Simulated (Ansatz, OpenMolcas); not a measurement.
# Heat of formation of C4H6 (methylenecyclopropane) from total energies

C4H6: 10 atoms, total charge 0, spin state singlet. As SMILES, `C=C1CC1`. The shape is that of a PBE0-D4/def2-TZVP optimisation.

Total energies at M06-2X/def2-SVP (OpenMolcas 26.06); the atoms run unrestricted:

| species | state | energy (Eh) |
| --- | --- | --- |
| C4H6 | singlet | -155.767649 |
| C | triplet | -37.796277 |
| H | doublet | -0.497412 |

Harmonic wavenumbers at PBE0-D4/def2-TZVP, in cm⁻¹: 300, 356, 616, 752, 768, 917, 927, 957, 1035, 1074, 1090, 1096, 1150, 1169, 1437, 1440, 1479, 1862, 3128, 3129, 3147, 3202, 3215, 3232.

Measured heats of formation of the gaseous atoms at 298.15 K, in kJ/mol: C 716.9, H 218.0. Spin-orbit lowering of the atoms at 298 K (mean of the ground term's levels less their thermal mean, from spectra), in kJ/mol: C 0.02. Take 1 Eh = 2625.50 kJ/mol, 1 cm⁻¹ = 0.0119627 kJ/mol, RT = 2.479 kJ/mol.

Problem. What heat of formation follows?

Solution. 
1. Electronic atomisation energy: 4 × (-37.796277) + 6 × (-0.497412) − (-155.767649) = 1.598069 Eh = 4195.7 kJ/mol.
2. Zero-point energy: half the sum of the wavenumbers, 18739 cm⁻¹ = 224.2 kJ/mol.
3. Thermal vibrational enthalpy, Σ hcν̃/(exp(hcν̃/kT) − 1): 3.7 kJ/mol. Translation, rotation and pV of a non-linear molecule: 4 RT = 9.9 kJ/mol.
4. The 10 free atoms carry 5/2 RT each: 62.0 kJ/mol.
5. Spin-orbit coupling lowers the free atoms by 4 × 0.02 = 0.1 kJ/mol.
6. Atomisation enthalpy at 298 K: 4195.7 − 0.1 − 224.2 − 3.7 − 9.9 + 62.0 = 4019.8 kJ/mol.
7. Sum of the atoms' heats of formation: 4175.6 kJ/mol. Heat of formation: 4175.6 − 4019.8 = +155.8 kJ/mol.

No measured value is set beside it here. Anharmonicity and any spin-orbit splitting of the molecule are left out.
